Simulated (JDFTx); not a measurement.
A run of JDFTx 1.7.0 (patched build):

File Au.in:

```
lattice \
    0.1124727195     3.8982083081     3.9195414263 \
    3.8414050305     0.0569676838     3.9182431845 \
    3.8246204831     3.8801274085     0.0356345655
coords-type Lattice
ion Au    -0.0018960000    -0.0041750000     0.0185300000 1

ion-species pseudo/Au.upf
elec-cutoff 38
elec-ex-corr gga-PBEsol
kpoint-folding 11 11 11
elec-smearing Fermi 0.0018374661
elec-n-bands 15
electronic-SCF nIterations 100 energyDiffThreshold 1e-09
electronic-minimize nIterations 30 energyDiffThreshold 1e-7
converge-empty-states yes
forces-output-coords Cartesian

dump-name run.$VAR
dump End Ecomponents EigStats BandEigs Kpoints Forces Stress ElecDensity Dtot KEdensity
```

Potentials or basis: PseudoDojo-SR-PBEsol-0.4.1-standard with smoothed tails.

Command:

```console
$ jdftx -c 1 -i Au.in -o Au.out
```

Hardware: 1 thread of Intel(R) Xeon(R) Platinum 8375C CPU @ 2.90GHz (Ice Lake), with other jobs on the host.

Problem. Estimate the wall time of this run.

Solution. It took 3.9 min on 1 thread of Intel(R) Xeon(R) Platinum 8375C CPU @ 2.90GHz (Ice Lake), on a shared host, peak memory 0.57 GiB. Counts: scf iterations 10, bands 15, k points 666, plane waves 1272.
